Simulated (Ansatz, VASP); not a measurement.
One calculation of Pt, two programs

File INCAR:

```
SYSTEM = Pt
ALGO = Normal
EDIFF = 1E-6
ENCUT = 520
GGA = PS
ISIF = 2
ISMEAR = -1
LASPH = .TRUE.
LCHARG = .FALSE.
LREAL = .FALSE.
LWAVE = .FALSE.
NBANDS = 17
NELM = 100
PREC = Accurate
SIGMA = 0.05
```

Contents of KPOINTS:

```
k-points
0
G
  11 11 6
  0 0 0
```

The input POSCAR:

```
Pt
1.0
    2.7421371004      0.0000000000      0.0000000000
   -1.3710685502      2.3747603895      0.0000000000
    0.0000000000      0.0000000000      4.7599710578
Pt
2
Direct
    0.3333333333      0.6666666667      0.2500000000
    0.6666666667      0.3333333333      0.7500000000
```

The input input.yaml:

```yaml
crystal:
  lattice:
    - [2.7421371004, 0.0, 0.0]
    - [-1.3710685502, 2.3747603895, 0.0]
    - [0.0, 0.0, 4.7599710578]
  atoms:
    - { symbol: Pt, position: [0.3333333333, 0.6666666667, 0.25] }
    - { symbol: Pt, position: [0.6666666667, 0.3333333333, 0.75] }
kpoints:
  mp_grid: { grid: [11, 11, 6] }
scf:
  occupations: { method: fermi_dirac, width: 0.05 }
hamiltonian:
  xc: pbesol
  pseudopotentials: { kind: all_electron, lapw: { basis_error: 0.001 } }
output:
  forces: true
  stress: true
  eigenvalues: true
```

Change from the starting cell: volume scaled by 0.98.

Alike in both runs: task single point; functional PBEsol; k mesh 11 × 11 × 6; occupations fermi-dirac, width 0.05 eV; no spin polarisation.

|  | VASP | Ansatz |
| --- | --- | --- |
| version | VASP 6.6.1 | Ansatz 0.2.0 |
| potentials or method | VASP PAW PBE potentials, release 64 (Pt) | all-electron LAPW, scalar-relativistic |
| plane-wave cutoff (eV) | 520 | see its input |

Ansatz gave:

| Property | Result |
| --- | --- |
| gap on the k mesh at the Fermi level (eV) | none |
| pressure (GPa) | -5.9 |
| largest component of the traceless stress (GPa) | 1.22 |

**Question.** What did VASP give for the same quantities?

**Answer.** gap on the k mesh at the Fermi level (eV): none; pressure (GPa): -6.3; largest component of the traceless stress (GPa): 1.36.

A gap of «none» marks a metal or a gap that the smearing closes. Ansatz ran all-electron here, so the differences hold the error of VASP's frozen core and of both bases.

Caveats: the PAW data sets were made with another functional, which shifts forces and pressure a little (VASP). Spin-orbit coupling is left out, which matters for the levels of Pt.
